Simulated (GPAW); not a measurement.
Crystal: CdTe.

```
CELL_PARAMETERS angstrom
0.00000 3.20500 3.20500
3.20500 0.00000 3.20500
3.20500 3.20500 0.00000
ATOMIC_POSITIONS crystal
Te 0.75000 0.75000 0.75000
Cd 0.00000 0.00000 0.00000
```

Base run:

* Program: GPAW 26.7.0
* Functional: LDA
* Potentials or basis: the program's PAW data sets (release 1.2.1) made for this functional, other valence
* Cutoff: 500 eV
* Basis: pw
* k mesh: 6 × 6 × 6
* Occupations: fermi-dirac, width 0.01 eV
* Spin: no spin polarisation

Its results: band gap on the k mesh 0.62 eV, direct; pressure -0.8 GPa.

Question: The run is repeated on the same cell with these changes: functional from LDA to PBE; potentials or basis from the program's PAW data sets (release 1.2.1) made for this functional, other valence to GPAW PAW data sets (gpaw-data 1.2.1), other valence; cutoff from 500 eV to 450 eV. What comes out?

Answer: Band gap on the k mesh 0.88 eV, direct; pressure 3.1 GPa.

Caveats: the cutoff is short for stress and forces, so pressures can be off by a GPa or more; spin-orbit coupling is left out, which moves the levels of the heavy elements.

A k mesh can miss the band edges.

Not every run made on this cell is shown here.
